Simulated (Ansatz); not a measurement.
# LiF: pressure against volume

The task here is to estimate one member of a computed series from the others.

Computed with Ansatz 0.2.0 (DFT LDA, scalar-relativistic, unless a step's input says otherwise).

## The system as given

It takes space group Fm-3m (No. 225, cubic). Conventional cell: a = 4.028 Å, b = 4.028 Å, c = 4.028 Å, α = 90.00°, β = 90.00°, γ = 90.00°. Around Li (site symmetry m-3m) lie 6 F at 2.01 Å. F (site symmetry m-3m) has 6 Li at 2.01 Å as nearest neighbours.

Coordinates:

```cif
data_structure
_symmetry_space_group_name_H-M 'P 1'
_symmetry_Int_Tables_number 1
_cell_length_a 2.8482
_cell_length_b 2.8482
_cell_length_c 2.8482
_cell_angle_alpha 60.000
_cell_angle_beta 60.000
_cell_angle_gamma 60.000
_cell_volume 16.34
loop_
_atom_site_label
_atom_site_type_symbol
_atom_site_fract_x
_atom_site_fract_y
_atom_site_fract_z
_atom_site_occupancy
Li1 Li 0.00000 0.00000 0.00000 1
F1 F 0.50000 0.50000 0.50000 1
```

Atoms are numbered in the order of the input: Li1, F2.

Set-up of the first run:

input.yaml reads:

```yaml
crystal:
  lattice:
    - [0.0, 1.9867804471, 1.9867804471]
    - [1.9867804471, 0.0, 1.9867804471]
    - [1.9867804471, 1.9867804471, 0.0]
  atoms:
    - { symbol: Li, position: [0.0, 0.0, 0.0] }
    - { symbol: F, position: [0.5, 0.5, 0.5] }
kpoints:
  mp_grid: { grid: [10, 10, 10] }
  band_path:
    path:
      - [0.0, 0.0, 0.0]
      - [0.5, 0.0, 0.5]
      - [0.625, 0.25, 0.625]
      - [0.375, 0.375, 0.75]
      - [0.0, 0.0, 0.0]
      - [0.5, 0.5, 0.5]
      - [0.5, 0.25, 0.75]
      - [0.5, 0.0, 0.5]
    npoints: 5
scf:
  occupations: { method: fermi_dirac, width: 0.03 }
hamiltonian:
  xc: lda
  pseudopotentials: { kind: all_electron, lapw: { basis_error: 0.001 } }
output:
  forces: true
  stress: true
  eigenvalues: true
```

The run is started by

```sh
ansatz run input.yaml --threads 1 --pin off --max-ram 3072MiB --backend cpu --events-out ev --progress --plain --runs-dir out
```

Steps of the session up to this table: Volume × 0.96, LAPW; Volume × 0.96, PAW; Volume × 0.96, crystal datasets; Volume × 0.99, LAPW; Volume × 0.99, PAW; Volume × 0.99, crystal datasets; Volume × 1.02, LAPW; Volume × 1.02, PAW; Volume × 1.02, crystal datasets; Volume × 1.06, LAPW; Volume × 1.06, PAW; Volume × 1.06, crystal datasets.

One table of the session follows, with a row left open; its other results are not shown here.

It belongs to the step «The equation of state». 

| method | volume (Å³/atom) | pressure (GPa) | gap on the k mesh (eV) |
| --- | --- | --- | --- |
| LAPW | 7.842 | -3.77 | 9.20 |
| LAPW | 8.087 | -5.79 | 8.91 |
| LAPW | 8.333 | -7.48 | 8.65 |
| LAPW | 8.659 | -9.33 | 8.32 |
| PAW | 7.842 | ? | ? |
| PAW | 8.087 | -5.86 | 8.93 |
| PAW | 8.333 | -7.56 | 8.67 |
| PAW | 8.659 | -9.41 | 8.34 |
| crystal datasets | 7.842 | -3.77 | 9.20 |
| crystal datasets | 8.087 | -5.79 | 8.91 |
| crystal datasets | 8.333 | -7.48 | 8.65 |
| crystal datasets | 8.659 | -9.34 | 8.32 |

Q: Estimate the row for PAW, 7.842 from the others.

As computed: pressure (GPa): -3.85; gap on the k mesh (eV): 9.22. In the column «pressure (GPa)» it lies between crystal datasets, 8.087 (-5.79) and LAPW, 7.842 (-3.77).

Limits of these values: Warnings in the runs' records: crystal datasets made.
